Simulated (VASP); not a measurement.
# MnO (P6_3mc) in VASP: further runs

One crystal, MnO, is run at these levels: PBEsol; tasks: single point.

Program: VASP 6.6.1. These are calculated values, not measurements. Logs are shortened: lines on timing, memory, paths and dates and some standing lists are left out, and cuts for length are marked.

## (1) The structure

Symmetry: P6_3mc, No. 186, hexagonal system. Conventional cell: a = 3.372 Å, b = 3.372 Å, c = 5.386 Å, α = 90.00°, β = 90.00°, γ = 120.00°. Mn (site symmetry 3m) has 4 O at 1.96 to 2.08 Å as nearest neighbours. O (site symmetry 3m) is surrounded by 4 Mn at 1.96 to 2.08 Å.

Measurements of this composition are mostly on another form, of space group No. 225.

## (2) Single point, PBEsol, collinear spin, ferromagnetic start

Contents of INCAR:

```
SYSTEM = MnO
PREC = Accurate ; ENCUT = 450
EDIFF = 1E-6 ; ISMEAR = 0
SIGMA = 0.05 ; LREAL = .FALSE.
LASPH = .TRUE. ; NELM = 100
ALGO = Normal ; ISIF = 2
LWAVE = .FALSE. ; LCHARG = .FALSE.
ISPIN = 2 ; MAGMOM = 4 4 0 0
LORBIT = 11 ; LMAXMIX = 4
GGA = PS ; NBANDS = 31
ADDGRID = .FALSE.
```

Contents of KPOINTS:

```
Automatic mesh
0
G
  3 3 2
  0 0 0
```

Contents of POSCAR:

```
MnO
1.0
    3.3717000000      0.0000000000      0.0000000000
   -1.6858500000      2.9199778539      0.0000000000
    0.0000000000      0.0000000000      5.3855000000
Mn O
2 2
Direct
    0.6666666667      0.3333333333      0.5109600000
    0.3333333333      0.6666666667      0.0109600000
    0.6666666667      0.3333333333      0.8754700000
    0.3333333333      0.6666666667      0.3754700000
```

Potentials or basis: VASP PAW PBE potentials, release 64 (Mn_pv, O).

Run with:

```
cat potpaw_PBE.64/Mn_pv/POTCAR potpaw_PBE.64/O/POTCAR > POTCAR
mpirun -np 1 vasp_std > vasp.out
```

OUTCAR:

```text
SYSTEM = MnO
   PREC = Accurate
   ENCUT = 450
   EDIFF = 1E-6
   ISMEAR = 0
   LREAL = .FALSE.
   LASPH = .TRUE.
   NELM = 100
   ISIF = 2
   ISPIN = 2
   LORBIT = 11
   GGA = PS

 Found      6 irreducible k-points:

 Following reciprocal coordinates:
            Coordinates               Weight
  0.000000  0.000000  0.000000      1.000000
  0.333333  0.000000  0.000000      6.000000
  0.333333  0.333333  0.000000      2.000000
  0.000000  0.000000  0.500000      1.000000
  0.333333  0.000000  0.500000      6.000000
  0.333333  0.333333  0.500000      2.000000
   k-points           NKPTS =      6   k-points in BZ     NKDIM =      6   number of bands    NBANDS=     31
   number of dos      NEDOS =    301   number of ions     NIONS =      4
   total plane-waves  NPLWV =  23040
   dimension x,y,z NGX =    24 NGY =   24 NGZ =   40
   dimension x,y,z NGXF=    48 NGYF=   48 NGZF=   80
   ions per type =               2   2
   NGX,Y,Z   is equivalent  to a cutoff of  11.83, 11.83, 12.35 a.u.
   NGXF,Y,Z  is equivalent  to a cutoff of  23.67, 23.67, 24.70 a.u.
 SYSTEM =  MnO
   PREC   = accura    normal or accurate (medium, high low for compatibility)
   ISTART =      0    job   : 0-new  1-cont  2-samecut
   ICHARG =      2    charge: 1-file 2-atom 10-const
   ISPIN  =      2    spin polarized calculation?
   LNONCOLLINEAR =      F non collinear calculations
   LSORBIT =      F    spin-orbit coupling
   LASPH  =      T    aspherical Exc in radial PAW
   ENCUT  =  450.0 eV  33.07 Ry    5.75 a.u.   5.83  5.83  9.32*2*pi/ulx,y,z
   NELM   =    100;   NELMIN=  2; NELMDL= -5     # of ELM steps
   EDIFF  = 0.1E-05   stopping-criterion for ELM
   LREAL  =      F    real-space projection
   EDIFFG = 0.1E-04   stopping-criterion for IOM
   NSW    =      0    number of steps for IOM
   IBRION =     -1    ionic relax: 0-MD 1-quasi-New 2-CG
   NFREE  =      0    steps in history (QN), initial steepest desc. (CG)
   ISIF   =      2    stress and relaxation
   ISYM   =      2    0-nonsym 1-usesym 2-fastsym
   POTIM  = 0.5000    time-step for ionic-motion
   TEBEG  =    0.0;   TEEND  =   0.0 temperature during run
   PSTRESS=    0.0 pullay stress
   NELECT =      38.0000    total number of electrons
   NUPDOWN=      -1.0000    fix difference up-down
   EMIN   =  10.00;   EMAX   =-10.00  energy-range for DOS
   EFERMI =   0.00;   METHOD = LEGACY
   ISMEAR =     0;   SIGMA  =   0.05  broadening in eV -4-tet -1-fermi 0-gaus
   EFERMI_NEDOS =   21; number of points for ismear=-14 and -15
   IALGO  =     38    algorithm
   IMIX   =      4    mixing-type and parameters
     AMIX     =   0.40;   BMIX     =  1.00
     AMIX_MAG =   1.60;   BMIX_MAG =  1.00
  volume/ion in A,a.u.               =      13.26        89.45
  Fermi-wavevector in a.u.,A,eV,Ry     =   1.465046  2.768535 29.202988  2.146359
  Thomas-Fermi vector in A             =   2.580949
   LORBIT       =     11    0 simple, 1 ext, 2 COOP (PROOUT), +10 PAW based schemes
   GGA     = PS    functional components
   LHFCALC =     F    Hartree Fock is set to
   AEXX    =    0.0000 exact exchange contribution
   IVDW    =     0    specifies the selected vdW correction
   LEPSILON=     F    determine dielectric tensor
   LRPA    =     F    only Hartree local field effects (RPA)
 spin polarized calculation
 Gauss-broadening in eV      SIGMA  =   0.05
  energy-cutoff  :      450.00
  volume of cell :       53.02
 maximum number of plane-waves:      1170
 NGX is ok and might be reduce to    24
   NGX = 11   NGY = 11   NGZ = 19

 number of electron      37.9999974 magnetization      10.5215279

 number of electron      37.9999974 magnetization       9.8760843

 Free energy of the ion-electron system (eV)
  ---------------------------------------------------
  ext. energy  EPLUGINS =         0.00000000
  ---------------------------------------------------
  free energy    TOTEN  =       -34.26801753 eV

  energy without entropy =      -34.26582062  energy(sigma->0) =      -34.26691908

 E-fermi :   5.7106     XC(G=0): -10.8445

 val. band max:        5.5144156481   @ k =   0.0000   0.0000   0.0000
 cond. band min:       5.7167636926   @ k =   0.0000   0.0000   0.0000
 fundamental gap:      0.2023480444
 Fermi energy:         5.7106385331

 spin component 1

 k-point     1 :       0.0000    0.0000    0.0000
  band No.  band energies     occupation
      1     -44.7783      1.00000
      2     -44.7700      1.00000
      3     -44.7700      1.00000
      4     -44.7637      1.00000
      5     -44.7637      1.00000
      6     -44.7408      1.00000
[... 23 lines left out ...]
     30      17.8232      0.00000
     31      18.2013      0.00000

 k-point     2 :       0.3333    0.0000    0.0000
  band No.  band energies     occupation
      1     -44.7872      1.00000
      2     -44.7819      1.00000
      3     -44.7751      1.00000
      4     -44.7680      1.00000
      5     -44.7672      1.00000
      6     -44.7469      1.00000
[... 23 lines left out ...]
     30      15.6670      0.00000
     31      17.0269      0.00000

 k-point     3 :       0.3333    0.3333    0.0000
  band No.  band energies     occupation
      1     -44.7862      1.00000
      2     -44.7851      1.00000
      3     -44.7851      1.00000
      4     -44.7762      1.00000
      5     -44.7566      1.00000
      6     -44.7566      1.00000
[... 23 lines left out ...]
     30      15.0821      0.00000
     31      15.5833      0.00000

 k-point     4 :       0.0000    0.0000    0.5000
  band No.  band energies     occupation
      1     -44.7671      1.00000
      2     -44.7671      1.00000
      3     -44.7671      1.00000
      4     -44.7671      1.00000
      5     -44.7600      1.00000
      6     -44.7600      1.00000
[... 23 lines left out ...]
     30      17.2844      0.00000
     31      17.2844      0.00000

 k-point     5 :       0.3333    0.0000    0.5000
  band No.  band energies     occupation
      1     -44.7873      1.00000
      2     -44.7873      1.00000
      3     -44.7712      1.00000
      4     -44.7712      1.00000
      5     -44.7549      1.00000
      6     -44.7549      1.00000
[... 23 lines left out ...]
     30      15.9005      0.00000
     31      17.0705      0.00000

 k-point     6 :       0.3333    0.3333    0.5000
  band No.  band energies     occupation
      1     -44.7888      1.00000
      2     -44.7888      1.00000
      3     -44.7812      1.00000
      4     -44.7812      1.00000
      5     -44.7526      1.00000
      6     -44.7526      1.00000
[... 23 lines left out ...]
     30      13.0612      0.00000
     31      18.3651      0.00000
 Fermi energy:         5.7106385331

 spin component 2

 k-point     1 :       0.0000    0.0000    0.0000
  band No.  band energies     occupation
      1     -40.1588      1.00000
      2     -40.1129      1.00000
      3     -40.1129      1.00000
      4     -40.1085      1.00000
      5     -40.1048      1.00000
      6     -40.1048      1.00000
[... 23 lines left out ...]
     30      18.8507      0.00000
     31      19.6985      0.00000

 k-point     2 :       0.3333    0.0000    0.0000
  band No.  band energies     occupation
      1     -40.1474      1.00000
      2     -40.1336      1.00000
      3     -40.1292      1.00000
      4     -40.1196      1.00000
      5     -40.1162      1.00000
      6     -40.1093      1.00000
[... 23 lines left out ...]
     30      17.4990      0.00000
     31      18.4841      0.00000

 k-point     3 :       0.3333    0.3333    0.0000
  band No.  band energies     occupation
      1     -40.1364      1.00000
      2     -40.1364      1.00000
      3     -40.1338      1.00000
      4     -40.1269      1.00000
      5     -40.1269      1.00000
      6     -40.1206      1.00000
[... 23 lines left out ...]
     30      16.8712      0.00000
     31      16.8712      0.00000

 k-point     4 :       0.0000    0.0000    0.5000
  band No.  band energies     occupation
      1     -40.1343      1.00000
      2     -40.1343      1.00000
      3     -40.1092      1.00000
      4     -40.1092      1.00000
      5     -40.1092      1.00000
      6     -40.1092      1.00000
[... 23 lines left out ...]
     30      18.8788      0.00000
     31      18.8788      0.00000

 k-point     5 :       0.3333    0.0000    0.5000
  band No.  band energies     occupation
      1     -40.1445      1.00000
      2     -40.1445      1.00000
      3     -40.1189      1.00000
      4     -40.1189      1.00000
      5     -40.1145      1.00000
      6     -40.1145      1.00000
[... 23 lines left out ...]
     30      17.5150      0.00000
     31      18.6044      0.00000

 k-point     6 :       0.3333    0.3333    0.5000
  band No.  band energies     occupation
      1     -40.1470      1.00000
      2     -40.1470      1.00000
      3     -40.1272      1.00000
      4     -40.1272      1.00000
      5     -40.1158      1.00000
      6     -40.1158      1.00000
[... 23 lines left out ...]
     30      14.8747      0.00000
     31      19.4502      0.00000

------------------------ aborting loop because EDIFF is reached ----------------------------------------

  FORCE on cell =-STRESS in cart. coord.  units (eV):
  Direction    XX          YY          ZZ          XY          YZ          ZX
  --------------------------------------------------------------------------------------
  -------------------------------------------------------------------------------------
  Total       -0.8472926     -0.8472926      1.3064204      0.0000000      0.0000000      0.0000000
  in kB      -25.6029186    -25.6029186     39.4765344      0.0000000      0.0000000      0.0000000
  external PRESSURE =      -3.9097676 kB  Pullay stress =       0.0000000 kB

 VOLUME and BASIS-vectors are now :
 -----------------------------------------------------------------------------
  energy-cutoff  :      450.00
  volume of cell :       53.02
      direct lattice vectors                 reciprocal lattice vectors
     3.371700000  0.000000000  0.000000000     0.296586292  0.171234175  0.000000000
    -1.685850000  2.919977854  0.000000000     0.000000000  0.342468351  0.000000000
     0.000000000  0.000000000  5.385500000     0.000000000  0.000000000  0.185683781

 POSITION                                       TOTAL-FORCE (eV/Angst)
 -----------------------------------------------------------------------------------
      1.68585      0.97333      2.75178        -0.000000     -0.000000     -0.608608
     -0.00000      1.94665      0.05903         0.000000     -0.000000     -0.608608
      1.68585      0.97333      4.71484        -0.000000      0.000000      0.608608
     -0.00000      1.94665      2.02209        -0.000000     -0.000000      0.608608
 -----------------------------------------------------------------------------------
    total drift:                                0.000000      0.000001      0.003896

  FREE ENERGIE OF THE ION-ELECTRON SYSTEM (eV)
  ---------------------------------------------------
  free  energy   TOTEN  =       -34.2680175330 eV

  energy  without entropy=      -34.2658206244  energy(sigma->0) =      -34.26691908

 total charge

# of ion       s       p       d       tot
------------------------------------------
    1        0.248   6.234   4.943  11.426
    2        0.248   6.234   4.943  11.426
    3        1.564   3.441   0.000   5.004
    4        1.564   3.441   0.000   5.004
--------------------------------------------------
tot          3.624  19.350   9.886  32.860

 magnetization (x)

# of ion       s       p       d       tot
------------------------------------------
    1        0.031   0.062   4.283   4.377
    2        0.031   0.062   4.283   4.377
    3        0.015   0.180   0.000   0.195
    4        0.015   0.180   0.000   0.195
--------------------------------------------------
tot          0.092   0.485   8.567   9.144
```

It took 14 s on 1 thread of AMD EPYC 9R45 (Zen 5), shared host; peak memory 0.14 GiB.

The run converged, but some of its settings lie outside the range that counts as converged, so its numbers aren't taken as properties of the crystal.

What came out:

| Item | Value |
| --- | --- |
| Free energy | -34.2680 eV |
| Largest force | 0.609 eV/Å |
| Band gap on the k mesh | none (metal or under the smearing width) |
| Net moment | 9.88 μB per cell |
| Site moments | Mn +4.38; O +0.20 μB |
| Valence electrons inside the program's atomic spheres | Mn 11.43; O 5.00 |

Caveat: the k mesh is coarse (spacing up to 0.72 Å⁻¹), so the values aren't converged; the cutoff is under 1.25 times the usual one of these potentials, so pressure, stress and relaxed cells hold a basis-set (Pulay) error; the PAW data sets were made with another functional, which shifts forces and pressure a little; semilocal functionals often make such compounds metallic where correlation or magnetic order opens a gap, which also shifts bond lengths; only a ferromagnetic start was run, and an antiferromagnetic order may lie lower in energy.

[end of part 1 of 2]
